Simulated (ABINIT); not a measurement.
# FeO (Wuestite) (R-3m) in ABINIT: a series of runs

The runs below take FeO (Wuestite) through relaxation of cell and atoms, single point, with LDA.

Everything below comes from runs of ABINIT 10.8.3 (patched build). Logs are shortened: lines on timing, memory, paths and dates and some standing lists are left out, and cuts for length are marked. The log counts tension as positive stress, the text compression.

**1. The structure**

The structure is trigonal, space group R-3m (No. 166). Conventional cell: a = 3.038 Å, b = 3.038 Å, c = 7.559 Å, α = 90.00°, β = 90.00°, γ = 120.00°. Around Fe (site symmetry -3m) lie 6 O at 2.16 Å. Around O (site symmetry -3m) lie 6 Fe at 2.16 Å.

**2. Relaxation of cell and atoms, LDA, collinear spin, ferromagnetic start**

run.abi

```
# Pseudopotentials
pp_dirpath "./"
pseudos "Fe.LDA_PW-JTH.xml, O.LDA_PW-JTH.xml"

# Structure
acell 3*1.0
rprim
     2.8701555377     1.6570850723     4.7613110177
    -2.8701555377     1.6570850723     4.7613110177
     0.0000000000    -3.3141701446     4.7613110177
ntypat 2
znucl 26 8
natom 2
typat 1 2
chkprim 0
chksymtnons 0
tolsym 1.0e-6
xred
            0.0            0.0            0.0
            1/2            1/2            1/2

# Plane-wave basis
ecut 26.0
pawecutdg 48.0
ecutsm 0.5

# k points
kptopt 1
ngkpt 8 8 8
nshiftk 1
shiftk 0.0 0.0 0.0

# Exchange and correlation
ixc 7

# Bands and occupations
nband 16
occopt 3
tsmear 0.05 eV

# Spin
nsppol 2
spinat
     0.0000000000     0.0000000000     3.0000000000
     0.0000000000     0.0000000000     0.0000000000

# SCF cycle
nstep 80
tolvrs 1.0e-10

# Output
iomode 3
prteig 0
prtebands 0
prtwf 0
prtden 0

# Relaxation
ionmov 2
optcell 2
ntime 50
tolmxf 2.0e-5
dilatmx 1.08
```

Potentials or basis: JTH PAW LDA v2.0.

Run with:

```sh
mpirun --bind-to none -np 4 abinit run.abi > log 2>&1
```

run.abo:

```text
.Version 10.8.3 of ABINIT
 Symmetries : space group R-3 m (#166); Bravais hR (rhombohedral)
================================================================================
 Values of the parameters that define the memory need of the present run
     intxc =       0    ionmov =       2      iscf =      17    lmnmax =      18
     lnmax =       6     mgfft =      30  mpssoang =       3    mqgrid =    3001
     natom =       2  nloc_mem =       2    nspden =       2   nspinor =       1
    nsppol =       2      nsym =      12    n1xccc =       1    ntypat =       2
    occopt =       3   xclevel =       1
       mpw =        1094          nfft =       27000          nkpt =          65
Pmy_natom=         1
 PAW method is used; the additional fine FFT grid is defined by:
   mgfftf=        40    nfftf =     64000
================================================================================
================================================================================

--------------------------------------------------------------------------------
------------- Echo of variables that govern the present computation ------------
--------------------------------------------------------------------------------
 -outvars: echo values of preprocessed input variables --------
            acell      1.0000000000E+00  1.0000000000E+00  1.0000000000E+00 Bohr
              amu      5.58470000E+01  1.59994000E+01
          chkprim           0
      chksymtnons           0
          dilatmx      1.08000000E+00
             ecut      2.60000000E+01 Hartree
           ecutsm      5.00000000E-01 Hartree
           ionmov           2
                       outvar_i_n : Printing only first  50 k-points.
              ixc           7
                       outvar_i_n : Printing only first  50 k-points.
         kptrlatt        8    0    0      0    8    0      0    0    8
          kptrlen      4.59224886E+01
            natom           2
            nband          16
            ngfft          30      30      30
          ngfftdg          40      40      40
             nkpt          65
           nspden           2
           nsppol           2
            nstep          80
             nsym          12
            ntime          50
           ntypat           2
                       prtocc : prtvol=0, do not print more k-points.
                       1.000000  1.000000  1.000000  1.000000  1.000000  1.000000
                       1.000000  1.000000  1.000000  1.000000  1.000000  0.000000
                       0.000000  0.000000  0.000000  0.000000
                       1.000000  1.000000  1.000000  1.000000  1.000000  1.000000
                       1.000000  1.000000  1.000000  1.000000  1.000000  0.000000
                       0.000000  0.000000  0.000000  0.000000
[... 1119 lines left out ...]
 cartesian forces (eV/Angstrom) at end:
    1     -0.00000000000000    -0.00000000000000    -0.00000000000000
    2     -0.00000000000000    -0.00000000000000    -0.00000000000000
 frms,max,avg= 0.0000000E+00 0.0000000E+00   0.000E+00  0.000E+00  0.000E+00 e/A
 length scales=  5.588203938692  5.588203938692  5.588203938686 bohr
              =  2.957150172228  2.957150172228  2.957150172225 angstroms
 Fermi (or HOMO) energy (hartree) =   0.34125   Average Vxc (hartree)=  -0.47086
 Magnetization (Bohr magneton)=  3.84709155E+00
 Total spin up =  1.29235458E+01   Total spin down =  9.07645423E+00
 Eigenvalues (hartree) for nkpt=  65  k points, SPIN UP:
 kpt#   1, nband= 16, wtk=  0.00195, kpt=  0.0000  0.0000  0.0000 (reduced coord)
  -2.92467   -1.69022   -1.69022   -1.69022   -0.44245    0.18570    0.18571    0.18571
   0.20198    0.20198    0.20198    0.21473    0.21473    0.36487    0.91096    0.99022
      occupation numbers for kpt#   1
   1.00000    1.00000    1.00000    1.00000    1.00000    1.00000    1.00000    1.00000
   1.00000    1.00000    1.00000    1.00000    1.00000    0.00000    0.00000    0.00000
 prteigrs : prtvol=0 or 1, do not print more k-points.

 Eigenvalues (hartree) for nkpt=  65  k points, SPIN DOWN:
 kpt#   1, nband= 16, wtk=  0.00195, kpt=  0.0000  0.0000  0.0000 (reduced coord)
  -2.78343   -1.55321   -1.55321   -1.55321   -0.42145    0.20785    0.20785    0.20785
   0.30732    0.30732    0.30732    0.33764    0.33764    0.39362    0.91948    1.03273
      occupation numbers for kpt#   1
   1.00000    1.00000    1.00000    1.00000    1.00000    1.00000    1.00000    1.00000
   1.00000    1.00000    1.00000    0.87723    0.87723    0.00000    0.00000    0.00000
 prteigrs : prtvol=0 or 1, do not print more k-points.

--- !EnergyTerms
iteration_state     : {dtset: 1, itime: 8, icycle: 1, }
comment             : Components of total free energy in Hartree
kinetic             :  1.97437153451318E+01
hartree             :  2.86548045847946E+01
xc                  : -6.25354287363885E+00
Ewald energy        : -9.79395224021308E+01
psp_core            :  6.23554640549554E+00
local_psp           : -8.11060084539685E+01
PAW spherical_terms : -1.00223686313688E+01
internal            : -1.40687376025685E+02
'-kT*entropy'       : -5.51386888316344E-04
total_energy        : -1.40687927412573E+02
total_energy_eV     : -3.82831353297007E+03
...

--- !EnergyTermsDC
iteration_state     : {dtset: 1, itime: 8, icycle: 1, }
comment             : '"Double-counting" decomposition of free energy'
band_energy         : -1.40439896484376E+01
Ewald energy        : -9.79395224021308E+01
psp_core            :  6.23554640549554E+00
xc_dc               : -2.67186068907944E+01
PAW spherical_terms : -8.22080436963045E+00
internal            : -1.40687376905498E+02
'-kT*entropy'       : -5.51386888316344E-04
total_energy_dc     : -1.40687928292386E+02
total_energy_dc_eV  : -3.82831355691100E+03
...

--- !EnergyTermsWithPAWCore
iteration_state     : {dtset: 1, itime: 8, icycle: 1, }
comment             : 'Components of total free energy, including PAW core contributions'
Total energy        : -1.34535788262179E+03
Total energy DC     : -1.34535788350160E+03
Total energy (eV)   : -3.66090529830967E+04
Total energy DC (eV): -3.66090530070377E+04
...

 Cartesian components of stress tensor (hartree/bohr^3)
  sigma(1 1)= -6.01126655E-08  sigma(3 2)=  0.00000000E+00
  sigma(2 2)= -6.01122269E-08  sigma(3 1)=  0.00000000E+00
  sigma(3 3)= -4.55481907E-08  sigma(2 1)=  0.00000000E+00

-Cartesian components of stress tensor (GPa)         [Pressure=  1.6257E-03 GPa]
- sigma(1 1)= -1.76857568E-03  sigma(3 2)=  0.00000000E+00
- sigma(2 2)= -1.76856277E-03  sigma(3 1)=  0.00000000E+00
- sigma(3 3)= -1.34007404E-03  sigma(2 1)=  0.00000000E+00

== END DATASET(S) ==============================================================
================================================================================

 -outvars: echo values of variables after computation  --------
            acell      5.5882039387E+00  5.5882039387E+00  5.5882039387E+00 Bohr
           etotal     -1.4068792829E+02
            fcart     -0.0000000000E+00 -0.0000000000E+00 -0.0000000000E+00
                      -0.0000000000E+00 -0.0000000000E+00 -0.0000000000E+00
            rprim      4.9999562884E-01  2.8867261091E-01  8.1650014994E-01
                      -4.9999562884E-01  2.8867261091E-01  8.1650014994E-01
                       0.0000000000E+00 -5.7734522181E-01  8.1650014994E-01
           strten     -6.0112665463E-08 -6.0112226904E-08 -4.5548190684E-08
                       0.0000000000E+00  0.0000000000E+00  0.0000000000E+00
           xangst      0.0000000000E+00  0.0000000000E+00  0.0000000000E+00
                       0.0000000000E+00  4.7000377860E-16  3.6217703385E+00
             xred      0.0000000000E+00  0.0000000000E+00  0.0000000000E+00
                       5.0000000000E-01  5.0000000000E-01  5.0000000000E-01
 Calculation completed.
```

Wall time 2.4 min (4 MPI ranks of Arm Neoverse V2, shared host); peak memory 0.44 GiB.

Results:

| Quantity | Value |
| --- | --- |
| Free energy | -3828.3136 eV |
| Relaxed volume | 9.14 Å³/atom |
| Relaxed cell | a = 2.957 Å, b = 2.957 Å, c = 2.957 Å, α = 60.00°, β = 60.00°, γ = 60.00° |
| Space group after relaxing (to 0.05 Å) | Fm-3m (No. 225) |
| Energy gained by relaxing | 49.4 meV/atom |
| Ionic steps | 8 |
| Pressure after relaxing | 0.0 GPa |
| Band gap on the k mesh | none (metal or under the smearing width) |
| Net moment | 3.85 μB per cell |
| Site moments | Fe +3.44; O +0.28 μB |

The path:
| step | energy change (eV) | largest force (eV/Å) | pressure (GPa) | volume (Å³) |
| --- | --- | --- | --- | --- |
| 1 | 0.0000 | 0.0000 | -16.32 | 20.13 |
| 2 | -0.0759 | 0.0000 | -8.00 | 19.15 |
| 3 | -0.0985 | 0.0000 | -0.31 | 18.31 |
| 4 | -0.0985 | 0.0000 | 0.05 | 18.28 |
| 5 | -0.0985 | 0.0000 | 0.06 | 18.28 |
| 6 | -0.0987 | 0.0000 | 0.10 | 18.28 |
| 7 | -0.0987 | 0.0000 | 0.02 | 18.28 |
| 8 | -0.0987 | 0.0000 | 0.00 | 18.29 |

Final structure:
```xyz
2
Lattice="1.4786 0.8536 2.4145 -1.4786 0.8536 2.4145 0.0000 -1.7073 2.4145" Properties=species:S:1:pos:R:3 pbc="T T T"
Fe    0.0000    0.0000    0.0000
O     0.0000    0.0000    3.6218
```

Caveat: a cell with one magnetic atom can't hold antiferromagnetic order, which such compounds often take; semilocal functionals often make such compounds metallic where correlation or magnetic order opens a gap, which also shifts bond lengths.

**3. Single point, LDA, collinear spin, ferromagnetic start (cell relaxed)**

run.abi

```
pp_dirpath "./"
pseudos "Fe.LDA_PW-JTH.xml, O.LDA_PW-JTH.xml"

acell 3*1.0
rprim
     2.7940775406     1.6131614182     4.5627693526
    -2.7940775406     1.6131614182     4.5627693526
     0.0000000000    -3.2263228363     4.5627693526
ntypat 2
znucl 26 8
natom 2
typat 1 2
xred
     0.0000000000     0.0000000000     0.0000000000
     0.5000000000     0.5000000000     0.5000000000
chkprim 0
chksymtnons 0
tolsym 1.0e-6

ecut 707.496042 eV
pawecutdg 48.0

kptopt 1
ngkpt 8 8 8
nshiftk 1
shiftk 0.0 0.0 0.0

ixc 7

nband 16
occopt 3
tsmear 0.05 eV

nsppol 2
spinat
     0.0000000000     0.0000000000     3.0000000000
     0.0000000000     0.0000000000     0.0000000000

nstep 100
tolvrs 1.0e-9

iomode 3
prtwf 0
prtden 0
prteig 0
prtebands 0
```

Potentials or basis: JTH PAW LDA v2.0.

Run with:

```sh
mpirun --bind-to none -np 4 abinit run.abi > log 2>&1
```

run.abo:

```text
.Version 10.8.3 of ABINIT
 Symmetries : space group R-3 m (#166); Bravais hR (rhombohedral)
================================================================================
 Values of the parameters that define the memory need of the present run
     intxc =       0    ionmov =       0      iscf =      17    lmnmax =      18
     lnmax =       6     mgfft =      27  mpssoang =       3    mqgrid =    3001
     natom =       2  nloc_mem =       2    nspden =       2   nspinor =       1
    nsppol =       2      nsym =      12    n1xccc =       1    ntypat =       2
    occopt =       3   xclevel =       1
       mpw =         817          nfft =       19683          nkpt =          65
Pmy_natom=         1
 PAW method is used; the additional fine FFT grid is defined by:
   mgfftf=        36    nfftf =     46656
================================================================================
================================================================================

--------------------------------------------------------------------------------
------------- Echo of variables that govern the present computation ------------
--------------------------------------------------------------------------------
 -outvars: echo values of preprocessed input variables --------
            acell      1.0000000000E+00  1.0000000000E+00  1.0000000000E+00 Bohr
              amu      5.58470000E+01  1.59994000E+01
          chkprim           0
      chksymtnons           0
             ecut      2.60000000E+01 Hartree
                       outvar_i_n : Printing only first  50 k-points.
              ixc           7
                       outvar_i_n : Printing only first  50 k-points.
         kptrlatt        8    0    0      0    8    0      0    0    8
          kptrlen      4.47052406E+01
            natom           2
            nband          16
            ngfft          27      27      27
          ngfftdg          36      36      36
             nkpt          65
           nspden           2
           nsppol           2
            nstep         100
             nsym          12
           ntypat           2
                       prtocc : prtvol=0, do not print more k-points.
[... 345 lines left out ...]
   1.00000    1.00000    1.00000    1.00000    1.00000    1.00000    1.00000    1.00000
   1.00000    1.00000    1.00000    1.00000    1.00000    0.00000    0.00000    0.00000
 prteigrs : prtvol=0 or 1, do not print more k-points.

 Eigenvalues (hartree) for nkpt=  65  k points, SPIN DOWN:
 kpt#   1, nband= 16, wtk=  0.00195, kpt=  0.0000  0.0000  0.0000 (reduced coord)
  -2.78343   -1.55321   -1.55321   -1.55321   -0.42145    0.20785    0.20785    0.20785
   0.30732    0.30732    0.30732    0.33764    0.33764    0.39362    0.91948    1.03274
      occupation numbers for kpt#   1
   1.00000    1.00000    1.00000    1.00000    1.00000    1.00000    1.00000    1.00000
   1.00000    1.00000    1.00000    0.87713    0.87713    0.00000    0.00000    0.00000
 prteigrs : prtvol=0 or 1, do not print more k-points.

--- !EnergyTerms
iteration_state     : {dtset: 1, }
comment             : Components of total free energy in Hartree
kinetic             :  1.97436798621125E+01
hartree             :  2.86548518006961E+01
xc                  : -6.25352073409995E+00
Ewald energy        : -9.79395224948591E+01
psp_core            :  6.23554642320681E+00
local_psp           : -8.11060732023730E+01
PAW spherical_terms : -1.00223755908811E+01
internal            : -1.40687413936198E+02
'-kT*entropy'       : -5.51415028837739E-04
total_energy        : -1.40687965351227E+02
total_energy_eV     : -3.82831456533342E+03
...

--- !EnergyTermsDC
iteration_state     : {dtset: 1, }
comment             : '"Double-counting" decomposition of free energy'
band_energy         : -1.40440136899293E+01
Ewald energy        : -9.79395224948591E+01
psp_core            :  6.23554642320681E+00
xc_dc               : -2.67186609894710E+01
PAW spherical_terms : -8.22076341767321E+00
internal            : -1.40687414168726E+02
'-kT*entropy'       : -5.51415028837739E-04
total_energy_dc     : -1.40687965583755E+02
total_energy_dc_eV  : -3.82831457166083E+03
...

--- !EnergyTermsWithPAWCore
iteration_state     : {dtset: 1, }
comment             : 'Components of total free energy, including PAW core contributions'
Total energy        : -1.34535792056045E+03
Total energy DC     : -1.34535792079297E+03
Total energy (eV)   : -3.66090540154601E+04
Total energy DC (eV): -3.66090540217875E+04
...

 Cartesian components of stress tensor (hartree/bohr^3)
  sigma(1 1)=  2.15510251E-05  sigma(3 2)= -3.69319122E-13
  sigma(2 2)=  2.15511527E-05  sigma(3 1)=  0.00000000E+00
  sigma(3 3)=  2.15690668E-05  sigma(2 1)=  0.00000000E+00

-Cartesian components of stress tensor (GPa)         [Pressure= -6.3423E-01 GPa]
- sigma(1 1)=  6.34053050E-01  sigma(3 2)= -1.08657437E-08
- sigma(2 2)=  6.34056803E-01  sigma(3 1)=  0.00000000E+00
- sigma(3 3)=  6.34583854E-01  sigma(2 1)=  0.00000000E+00

== END DATASET(S) ==============================================================
================================================================================

 -outvars: echo values of variables after computation  --------
            acell      1.0000000000E+00  1.0000000000E+00  1.0000000000E+00 Bohr
           etotal     -1.4068796558E+02
            fcart     -0.0000000000E+00 -0.0000000000E+00 -0.0000000000E+00
                      -0.0000000000E+00 -0.0000000000E+00 -0.0000000000E+00
            rprim      2.7940775406E+00  1.6131614182E+00  4.5627693526E+00
                      -2.7940775406E+00  1.6131614182E+00  4.5627693526E+00
                       0.0000000000E+00 -3.2263228363E+00  4.5627693526E+00
           strten      2.1551025123E-05  2.1551152700E-05  2.1569066787E-05
                      -3.6931912201E-13  0.0000000000E+00  0.0000000000E+00
           xangst      0.0000000000E+00  0.0000000000E+00  0.0000000000E+00
                       3.5424257039E-17  2.6458745215E-11  3.6217703375E+00
             xred      0.0000000000E+00  0.0000000000E+00  0.0000000000E+00
                       5.0000000000E-01  5.0000000000E-01  5.0000000000E-01
 Calculation completed.
```

Wall time 20 s (4 MPI ranks of Arm Neoverse V2, shared host); peak memory 0.36 GiB.

What came out:

- Free energy: -3828.3146 eV
- Pressure: -0.6 GPa
- Band gap on the k mesh: none (metal or under the smearing width)
- Net moment: 3.85 μB per cell
- Site moments: Fe +3.44; O +0.28 μB
- Valence electrons inside the program's atomic spheres: Fe 14.25; O 4.56

Caveat: a cell with one magnetic atom can't hold antiferromagnetic order, which such compounds often take; semilocal functionals often make such compounds metallic where correlation or magnetic order opens a gap, which also shifts bond lengths.

**4. Against experiment**

Step 2. The cell as given is a measured one (10.07 Å³/atom); LDA puts the equilibrium volume -9.2 % from it, thermal expansion not counted.
